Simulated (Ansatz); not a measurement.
# Honeycomb PbTe monolayer in a perpendicular field, part 2 of 2

Wanted: the out-of-plane response of the honeycomb PbTe monolayer. A positive field points along +c.

Ansatz 0.2.0; plane-wave DFT, PBE-D3(BJ), Ansatz PAW (set soft_1); PAW set soft_1.

So far. Step 2 (Relaxing the slab): The lattice constant a goes from 4.290 to 4.251 Å.

**3. Single point, field 0**

A sawtooth potential applies the field, turning back in the middle of the vacuum. With the dipole correction the typed value is the field outside the slab. The induced dipole is small, so the SCF threshold is tight.

The cell differs from the one that the last finished run ended in (c 34.400 → 19.721 Å).

input.yaml reads:

```yaml
crystal:
  lattice:
    - [4.2507977535, 0.0, 0.0]
    - [-2.1253988767, 3.6812988409, 0.0]
    - [0.0, 0.0, 19.7205886704]
  atoms:
    - { symbol: Te, position: [0.6666666667, 0.3333333333, 0.4563758289] }
    - { symbol: Pb, position: [0.3333333333, 0.6666666667, 0.5436241711] }
kpoints:
  mp_grid: { grid: [12, 12, 1] }
  band_path:
    path: [[0, 0, 0], [0.5, 0, 0], [0.33333333, 0.33333333, 0], [0, 0, 0]]
    npoints: 16
hamiltonian:
  xc: pbe
  dispersion: d3bj
  pseudopotentials: { kind: paw, azcp: { folder: soft_1 } }
scf:
  occupations: { method: fermi_dirac, width: 0.02585 }
  convergence: { dr2_threshold: 1.0e-10 }
efield:
  axis: 3
  dipole_correction: true
  ramp_position: 0.97
  ramp_width: 0.06
  amplitude: 0
output:
  dos: { projected: true, e_range: [-6, 5] }
  write_potential: true
  write_density: true
  volumetric_format: npy
  elf: true
```

Started as:

```sh
$ ansatz run input.yaml --threads 2 --pin off --max-ram 3072MiB --backend cpu --events-out ev --progress --plain --runs-dir out
```

Numbers of over 12 decimals in the logs are rounded to 6 here.

The log of the run:

```text
[...]
Crystal: 2 atoms, lattice volume = 308.597 Å³
Basis set: ecut = 420 eV, 5999 PW (Γ)
Bands: 19, of which v1, the nominal top of the filled ones, is band 15 counted from 1 (14 counted from 0)
Symmetry: 6 space group operations
[...]
k-points: 19 of 144 (time reversal used)
[...]
SCF iter   1: F=—  HF=-18889.910742 eV  |F-HF|=—  |Δ(HF+E_count)|=         —  Δρ=9.58e-3  dr2=1.25e0  ethr=3.10e-3  p=0.000 e·Å  D=2.99e-7 V/Å  ΔV_dip=-0.00 eV  dr2_dipole=2.06e-1  V_vac-E_F(+/−)=4.86/4.86 eV  ⟨swp⟩=10.5  Hψ=2691  notcnv=0
efield: sawtooth ramp at fractional position 0.9700 (set: `efield.ramp_position`, or a place that a band, a saddle search or an elastic batch's reference lends), width 0.0600; the density the first Hamiltonian is built on has a dipole p = 0.000 e·Å; the dipole correction subtracts the counter field D = 2.99e-7 V/Å, which shifts the + side's vacuum level by -0.00 eV against the − side's; the planar-averaged density in the ramp window peaks in size at 6.1e-7 e/Å³
[...]
SCF iter   2: F=—  HF=-18890.263285 eV  |F-HF|=—  |Δ(HF+E_count)|=   3.53e-1  Δρ=1.23e-2  dr2=4.52e0  ethr=3.10e-3  p=0.305 e·Å  D=1.79e-1 V/Å  ΔV_dip=-3.53 eV  dr2_dipole=1.06e0  V_vac-E_F(+/−)=2.42/5.95 eV  ⟨swp⟩=5.5  Hψ=877  notcnv=0  recentre
[...]
SCF iter  10: F=-18889.703362 eV  HF=-18889.703362 eV  |F-HF|=7.28e-11  |Δ(HF+E_count)|=  2.00e-10  Δρ=1.95e-7  dr2=7.85e-11  ethr=1.00e-12  p=0.112 e·Å  D=6.59e-2 V/Å  ΔV_dip=-1.30 eV  dr2_dipole=3.69e-12  V_vac-E_F(+/−)=3.37/4.67 eV  ⟨swp⟩=4.4  Hψ=1655  notcnv=0
SCF 1 converged in 10 iterations: F = -18889.703362 eV  dr2 = 7.85e-11
[...]
NSCF: frozen V_eff on 49 k-points
efield: sawtooth ramp at fractional position 0.9700 (kept from the solve that this one continues, or follows in the run), width 0.0600; the density the first Hamiltonian is built on has a dipole p = 0.112 e·Å; the dipole correction subtracts the counter field D = 6.59e-2 V/Å, which shifts the + side's vacuum level by -1.30 eV against the − side's; the planar-averaged density in the ramp window peaks in size at 6.3e-7 e/Å³
WARN: The output density's exchange-correlation potential varies sharply where the density is thin. Do not read a vacuum level from v_tot or v_xc, or from such a field of the output density. On a cell that repeats whose density bears no net charge and no dipole along the vacuum's axis use v_es (v_loc + v_h of the components); under efield.dipole_correction with no amplitude use v_es + v_field, which holds any externa [...]
SCF converged after 10 iterations
Free energy (F): -18889.703362 eV
[...]
Internal energy: -18889.703362 eV  (E = F + TS)
E sigma→0 (E₀):  -18889.703362 eV
Fermi energy:    -1.115150 eV
Dipole field:    D = 0.065848 V/Å  (p = 0.112299 e·Å, saw-weighted, corrected)
Work function:   Φ+ = 3.3716 eV   Φ− = 4.6701 eV
Levels:          The Fermi level and band energies are counted from a zero that moves with the ramp; work functions are not
[...]
--- Band table (eV; the first three rows and the last of 19) ---
  k-point 0: bands = [... 11 lower, -8.6541, -2.4559, -1.9460, -1.9460, -0.2933, 1.7723, 1.7723, 2.0822]
  k-point 1: bands = [... 11 lower, -8.6599, -2.5799, -2.2841, -2.0492, 0.0287, 1.5397, 1.8505, 2.1845]
  k-point 2: bands = [... 11 lower, -8.6958, -3.3001, -2.3466, -2.3017, 0.1074, 1.4855, 2.0024, 2.4656]
  k-point 18: bands = [... 11 lower, -9.5653, -4.6919, -3.6573, -3.2600, 0.0268, 1.5436, 2.0104, 4.7497]
```

The job ended after 13 s (2 threads of Arm Neoverse V1, shared host; peak memory 0.51 GiB).

Reading the cycles: dr2 is the Hartree energy of the density residual (eV), the measure of convergence; HF is the Harris–Foulkes estimate of the energy, which meets the free energy F at convergence.

This step gave:

- gap on the k-mesh: 1.653 eV
- dipole along the normal: 0.1123 e·Å
- gap along the path: 1.653 eV
- smallest direct gap along the path: 1.653 eV
- step between the vacuum levels: -1.299 eV
- ionisation energy, upper face: 4.203 eV
- electron affinity, upper face: 2.550 eV
- ionisation energy, lower face: 5.501 eV
- gap, the smaller of path and mesh: 1.653 eV

Running mean over a fixed 2.8 Å (it still follows the layers) of the planar mean; the ramp of the sawtooth is left out. Electron's electrostatic potential energy less the Fermi level against z:

| z (Å) | electron's electrostatic potential energy less the Fermi level (eV) |
| --- | --- |
| 2.92 | 4.67 |
| 3.36 | 4.67 |
| 3.65 | 4.67 |
| 4.09 | 4.67 |
| 4.38 | 4.67 |
| 4.82 | 4.67 |
| 5.11 | 4.66 |
| 5.55 | 4.65 |
| 5.99 | 4.61 |
| 6.28 | 4.52 |
| 6.72 | 4.18 |
| 7.01 | 3.57 |
| 7.45 | 2.29 |
| 7.74 | 1.45 |
| 8.18 | 0.00285 |
| 8.62 | -1.44 |
| 8.91 | -2.49 |
| 9.35 | -4.16 |
| 9.64 | -4.99 |
| 10.08 | -5.33 |
| 10.37 | -5.04 |
| 10.81 | -4.13 |
| 11.10 | -3.32 |
| 11.54 | -2.07 |
| 11.98 | -0.461 |
| 12.27 | 0.684 |
| 12.71 | 2.20 |
| 13.00 | 2.82 |
| 13.44 | 3.18 |
| 13.73 | 3.28 |
| 14.17 | 3.34 |
| 14.61 | 3.36 |
| 14.90 | 3.37 |
| 15.34 | 3.37 |
| 15.63 | 3.37 |
| 16.07 | 3.37 |
| 16.36 | 3.37 |
| 16.80 | 3.37 |

The density of states has structure finer than the step of the table below, so its rows give means over 0.25 eV, whole bins alone (the curve runs from -6 to 2.82 eV). Peaks (eV: height): -3.380: 10.1, -2.000: 7.11, -1.950: 6.26, -1.230: 4.74, 1.280: 6.54, 1.440: 5.27, 2.550: 5.91.

The density of states by energy, zero at the Fermi level of the run, which the smearing sets inside the gap; means over each step:

| energy (eV) | density of states (states/eV a cell) |
| --- | --- |
| -3.75 | 0 |
| -3.50 | 1.48 |
| -3.25 | 3.35 |
| -3.00 | 1.30 |
| -2.75 | 1.97 |
| -2.50 | 1.89 |
| -2.25 | 1.63 |
| -2.00 | 3.89 |
| -1.75 | 2.75 |
| -1.50 | 2.55 |
| -1.25 | 3.04 |
| -1.00 | 0.660 |
| -0.75 | 0.0371 |
| -0.50 | 0 |
| -0.25 | 0 |
| 0.00 | 0 |
| 0.25 | 0 |
| 0.50 | 0 |
| 0.75 | 0.00625 |
| 1.00 | 1.54 |
| 1.25 | 4.57 |
| 1.50 | 1.73 |
| 1.75 | 0 |
| 2.00 | 0.0217 |
| 2.25 | 1.52 |
| 2.50 | 4.42 |

Projected DOS per atom over height of the atomic layer and energy from the Fermi level. Layers: Te Pb from below.

Ten even steps from '0' (0.00 states/eV) to '9' (2.42 states/eV), each cell a mean:
```
49
13
00
57
24
00
00
00
00
20
73
84
52
52
32
64
00
00
00
00
00
00
```
Columns: height of the atomic layer (Å) from 9 to 10.7; rows upwards: energy from the Fermi level (eV) from -5.96 to 2.77.

Electronic bands along the path, in eV, zero at the Fermi level of the run, which the smearing sets inside the gap:

| point | band 12 | band 13 | band 14 | band 15 | band 16 | band 17 | band 18 | band 19 |
| --- | --- | --- | --- | --- | --- | --- | --- | --- |
| Γ | -7.54 | -1.34 | -0.83 | -0.83 | 0.82 | 2.89 | 2.89 | 3.20 |
| halfway | -7.69 | -2.85 | -1.48 | -1.31 | 0.95 | 2.75 | 3.21 | 3.91 |
| M | -8.33 | -3.38 | -2.06 | -1.97 | 1.19 | 2.10 | 3.16 | 4.65 |
| halfway | -8.37 | -3.39 | -2.52 | -2.01 | 1.44 | 2.60 | 2.65 | 5.08 |
| K | -8.45 | -3.58 | -2.54 | -2.14 | 1.14 | 2.66 | 3.13 | 5.86 |
| halfway | -7.78 | -2.88 | -2.19 | -1.27 | 1.40 | 2.58 | 3.01 | 4.13 |
| Γ | -7.54 | -1.34 | -0.83 | -0.83 | 0.82 | 2.89 | 2.89 | 3.20 |

The electronic bands as a text plot (rows in eV, shown from -8.5 to 3.2 only):

```
    3.0 |++++++++++++   ++++++++++  +++++++++++++++++++++++++++++
    2.5 |   +++++    +++++       ++++++++++++++++++++++++++++++
    2.0 |                 +++++++
    1.5 |    ++                +++++++       ++++++++++++++++
    1.0 |++++  ++++++++++++++++       +++++++                ++++
    0.5 |
    0.0 |
   -0.4 |
   -0.9 |*******                                          *******
   -1.4 |***************                        *****************
   -1.9 |    ***     ******************** ******      *   **
   -2.4 |       *              *************       *** ***
   -2.9 |        ****                       ***********
   -3.4 |            ***************************
   -3.8 |
   -4.3 |
   -4.8 |
   -5.3 |
   -5.8 |
   -6.3 |
   -6.8 |
   -7.2 |
   -7.7 |***************                           **************
   -8.2 |               ***************************
         Γ                   M           K                      Γ
```

Electrostatic potential energy in the ca plane at fractional y = 0.333, with atoms of Te within 0.2 Å of it. With pseudopotentials it is smooth inside the atoms' cores, unlike the true potential.

Ten even steps from '0' (-22 eV) to '9' (3 eV), each cell a mean:
```
99999999999999999875467888899999999999999999
99999999999999998610004789999999999999999999
99999999999999998204611689999999999999999999
99999999999999997218940589999999999999999999
99999999999999998303401689999999999999999999
99999999999999998620005889999999999999999999
99999999999999999876567888899999999999999999
99999999999999999998888777789999999999999999
99999999999999999999988766789999999999999999
99999999999999999999988766789999999999999999
99999999999999999998888777889999999999999999
```
Columns run along c (16.0 Å, from fractional 0.09 to 0.91 of the cell; values clipped at the 3rd and 97th percentile), rows up along a (4.3 Å). Atoms in or near the plane, at fractional coordinates: Te at (0.46, 0.67).

Valence density in the ca plane at fractional y = 0.333, with atoms of Te within 0.2 Å of it. It is the smooth field of the valence electrons, not physical close to the nuclei.

Values in units of 1e0 e/Å³, 6 rows by 16 columns, each cell a mean:
```
0.0 0.0 0.0 0.0 0.0 0.0 0.3 0.8 0.2 0.1 0.0 0.0 0.0 0.0 0.0 0.0
0.0 0.0 0.0 0.0 0.0 0.1 1.8 8.7 0.5 0.0 0.0 0.0 0.0 0.0 0.0 0.0
0.0 0.0 0.0 0.0 0.0 0.1 1.3 5.9 0.4 0.0 0.0 0.0 0.0 0.0 0.0 0.0
0.0 0.0 0.0 0.0 0.0 0.0 0.2 0.4 0.2 0.1 0.0 0.0 0.0 0.0 0.0 0.0
0.0 0.0 0.0 0.0 0.0 0.0 0.0 0.1 0.2 0.2 0.0 0.0 0.0 0.0 0.0 0.0
0.0 0.0 0.0 0.0 0.0 0.0 0.1 0.1 0.2 0.2 0.0 0.0 0.0 0.0 0.0 0.0
```
Columns run along c (16.0 Å, from fractional 0.09 to 0.91 of the cell), rows up along a (4.3 Å). Atoms in or near the plane, at fractional coordinates: Te at (0.46, 0.67).

ELF in the ca plane at fractional y = 0.333, with atoms of Te within 0.2 Å of it. It is the smooth field of the valence electrons, not physical close to the nuclei.

Values, 6 rows by 16 columns, each cell a mean:
```
0.00 0.00 0.00 0.00 0.09 0.49 0.68 0.52 0.49 0.20 0.11 0.02 0.00 0.00 0.00 0.00
0.00 0.00 0.00 0.01 0.18 0.68 0.51 0.12 0.48 0.15 0.02 0.00 0.00 0.00 0.00 0.00
0.00 0.00 0.00 0.01 0.16 0.66 0.56 0.20 0.50 0.15 0.02 0.01 0.00 0.00 0.00 0.00
0.00 0.00 0.00 0.00 0.05 0.38 0.65 0.58 0.44 0.25 0.19 0.05 0.00 0.00 0.00 0.00
0.00 0.00 0.00 0.00 0.00 0.04 0.15 0.25 0.27 0.42 0.44 0.15 0.01 0.00 0.00 0.00
0.00 0.00 0.00 0.00 0.01 0.08 0.28 0.37 0.29 0.40 0.40 0.12 0.01 0.00 0.00 0.00
```
Columns run along c (16.0 Å, from fractional 0.09 to 0.91 of the cell), rows up along a (4.3 Å). Atoms in or near the plane, at fractional coordinates: Te at (0.46, 0.67).

The gap is 1.65 eV, with the valence edge 4.20 eV and the conduction edge 2.55 eV under the upper vacuum level. Spin-orbit coupling, left out in this run, matters for the bands of elements this heavy.

**4. Single point, field 0.1 V/Å**

Edit input.yaml of step 3 so:

```diff
@@ -23,7 +23,6 @@
   dipole_correction: true
-  ramp_position: 0.97
-  ramp_width: 0.06
-  amplitude: 0
+  ramp_position: 0.9574
+  ramp_width: 0.0892
+  amplitude: 0.1
 output:
-  dos: { projected: true, e_range: [-6, 5] }
   write_potential: true
@@ -31,2 +30 @@
   volumetric_format: npy
-  elf: true
```

The log of the run:

```text
[...]
Crystal: 2 atoms, lattice volume = 308.597 Å³
Basis set: ecut = 420 eV, 5999 PW (Γ)
Bands: 19, of which v1, the nominal top of the filled ones, is band 15 counted from 1 (14 counted from 0)
Symmetry: 6 space group operations
[...]
k-points: 19 of 144 (time reversal used)
[...]
--- Band table (eV; the first three rows and the last of 19) ---
  k-point 0: bands = [... 11 lower, -8.6447, -2.4521, -1.9393, -1.9393, -0.2606, 1.7821, 1.7821, 2.3547]
  k-point 1: bands = [... 11 lower, -8.6506, -2.5803, -2.2710, -2.0425, 0.0627, 1.5470, 1.8604, 2.4572]
  k-point 2: bands = [... 11 lower, -8.6865, -3.2960, -2.3377, -2.2949, 0.1362, 1.5096, 2.0126, 2.7291]
  k-point 18: bands = [... 11 lower, -9.5561, -4.6850, -3.6549, -3.2497, 0.0391, 1.5605, 2.0353, 4.8314]
[key lines of the parts left out:]
SCF converged after 10 iterations
Free energy (F): -18889.716557 eV
Fermi energy:    -1.098297 eV
Dipole field:    D = 0.088873 V/Å  (p = 0.151566 e·Å, saw-weighted, corrected)
```

Wall time 13 s (2 threads); peak memory 0.48 GiB; 26 s of CPU time.

The dipole is 0.152 e·Å, 0.0393 e·Å from its value without field, and the gap 1.679 eV.

**5. Atoms held, field -0.1 V/Å**

Edit input.yaml of step 4 so:

```diff
@@ -25,3 +25,3 @@
   ramp_width: 0.0892
-  amplitude: 0.1
+  amplitude: -0.1
 output:
```

The log of the run:

```text
[...]
Crystal: 2 atoms, lattice volume = 308.597 Å³
Basis set: ecut = 420 eV, 5999 PW (Γ)
Bands: 19, of which v1, the nominal top of the filled ones, is band 15 counted from 1 (14 counted from 0)
Symmetry: 6 space group operations
[...]
k-points: 19 of 144 (time reversal used)
[...]
--- Band table (eV; the first three rows and the last of 19) ---
  k-point 0: bands = [... 11 lower, -8.6601, -2.4571, -1.9495, -1.9495, -0.3244, 1.7660, 1.7660, 1.7812]
  k-point 1: bands = [... 11 lower, -8.6659, -2.5764, -2.2943, -2.0527, -0.0044, 1.5325, 1.8440, 1.8855]
  k-point 2: bands = [... 11 lower, -8.7018, -3.3012, -2.3525, -2.3052, 0.0801, 1.4538, 1.9956, 2.1786]
  k-point 18: bands = [... 11 lower, -9.5712, -4.6956, -3.6564, -3.2669, 0.0179, 1.5294, 1.9879, 4.6447]
[key lines of the parts left out:]
SCF converged after 11 iterations
Free energy (F): -18889.694102 eV
Fermi energy:    -1.130390 eV
Dipole field:    D = 0.042728 V/Å  (p = 0.072869 e·Å, saw-weighted, corrected)
```

It took 14 s on 2 threads; peak memory 0.48 GiB; 27 s of CPU time.

The dipole is 0.0729 e·Å, -0.0394 e·Å from its value without field, and the gap 1.625 eV.

**6. Response, atoms held**

This step: plane-wave DFT, PBE-D3(BJ), Ansatz PAW (set soft_1); response to a field along the normal, atoms held; PAW set soft_1 (Ansatz 0.2.0).

The dipoles give the slope, and the difference of two potentials shows where the field is screened.

This step gave:

| Quantity | Value |
| --- | --- |
| equivalent conductor thickness p/(ε₀AE) | 4.550 Å |
| distance between the outer atoms | 1.721 Å |

Table of dipole of the cell by applied field:

| applied field (V/Å) | dipole of the cell (e·Å) |
| --- | --- |
| -0.1000 | 0.0729 |
| 0.0000 | 0.112 |
| 0.1000 | 0.152 |

Local field over the applied field, running mean. From the potentials at -0.1 and 0.1 V/Å; running mean over 2.5 Å. Table of local field over applied field by z:

| z (Å) | local field over applied field |
| --- | --- |
| 4.09 | 0.999 |
| 4.38 | 0.998 |
| 4.67 | 0.996 |
| 4.97 | 0.993 |
| 5.40 | 0.983 |
| 5.70 | 0.970 |
| 5.99 | 0.948 |
| 6.28 | 0.914 |
| 6.57 | 0.862 |
| 6.87 | 0.792 |
| 7.16 | 0.705 |
| 7.45 | 0.608 |
| 7.89 | 0.450 |
| 8.18 | 0.344 |
| 8.47 | 0.244 |
| 8.76 | 0.156 |
| 9.06 | 0.0855 |
| 9.35 | 0.0373 |
| 9.64 | 0.0115 |
| 10.08 | 0.00532 |
| 10.37 | 0.0215 |
| 10.66 | 0.0575 |
| 10.96 | 0.114 |
| 11.25 | 0.190 |
| 11.54 | 0.279 |
| 11.83 | 0.377 |
| 12.27 | 0.528 |
| 12.56 | 0.626 |
| 12.85 | 0.719 |
| 13.15 | 0.800 |
| 13.44 | 0.864 |
| 13.73 | 0.911 |
| 14.02 | 0.943 |
| 14.32 | 0.964 |
| 14.75 | 0.983 |
| 15.05 | 0.989 |
| 15.34 | 0.994 |
| 15.63 | 0.996 |

Electrons, planar mean, per unit field. Induced electron density against z:

| z (Å) | induced electron density (e/Å³ per V/Å) |
| --- | --- |
| 4.5 | 1.2e-5 |
| 5.0 | 3.5e-5 |
| 5.5 | 9.8e-5 |
| 6.0 | 2.6e-4 |
| 6.5 | 6.6e-4 |
| 7.0 | 0.00150 |
| 7.5 | 0.00278 |
| 8.0 | 0.00310 |
| 8.5 | 0.00160 |
| 9.0 | 0.00121 |
| 9.5 | 2.7e-4 |
| 10.0 | -9.4e-5 |
| 10.5 | -7.4e-4 |
| 11.0 | -9.4e-4 |
| 11.5 | -0.00182 |
| 12.0 | -0.00309 |
| 12.5 | -0.00238 |
| 13.0 | -0.00134 |
| 13.5 | -6.6e-4 |
| 14.0 | -3.1e-4 |
| 14.5 | -1.3e-4 |
| 15.0 | -5.7e-5 |
| 15.5 | -2.3e-5 |

The smaller of the gaps on the path and on the k-mesh, counted as 0 under 0.03 eV. Gap against applied field:

| applied field (V/Å) | gap (eV) |
| --- | --- |
| -0.1000 | 1.63 |
| 0.0000 | 1.65 |
| 0.1000 | 1.68 |

By hand: between -0.1 and 0.1 V/Å the dipole changes by 0.07870 e·Å, a slope of 0.3935 e·Å²/V. A perfect conductor of thickness t has p = ε₀AEt, so t = 180.95 × 0.3935 / 15.648 = 4.55 Å (e/ε₀ = 180.95 V·Å, A in Å²).

The induced dipole is that of a conductor 4.55 Å thick.

**7. What came out**

| Item | Value |
| --- | --- |
| gap without field | 1.65 eV |
| ionisation energy, upper face | 4.20 eV |
| electron affinity, upper face | 2.55 eV |
| step between the vacuum levels | -1.30 eV |
| equivalent conductor thickness, atoms held | 4.55 Å |

**Reading.** The induced dipole equals that of a perfect conductor 4.55 Å thick, while the outer atoms lie 1.72 Å apart; an out-of-plane ε follows only once a thickness t is chosen, by 1 − 1/ε = 4.55 Å / t. The two faces differ: the vacuum level above lies 1.30 eV lower than the one below. The gap goes from 1.65 eV to 1.63 eV at -0.1 V/Å. Semilocal functionals give gaps that are too small, and excitons are not included. Spin-orbit coupling is left out, which matters for the bands of elements this heavy.

[Logs are printed without paths, hosts, clocks, repeated set-up lines and the standing remarks that a program may print on its own settings, such as how far it seeks lower states.]

[Hosts, paths, dates, database ids (printed as entryN), source tags and the programs' standing remarks are cut or masked in the printed files.]

[Maps of the electrostatic potential energy from Ansatz leave out the sawtooth potential of an applied field or a dipole correction, so their vacuum need not be flat; planar profiles and work functions include it.]

[The density of states shown here was stored with 400 of the rows of the run's finer table, so its peaks can read low, often by over a quarter, or be missed, and its means over a window can be off by a tenth or more.]
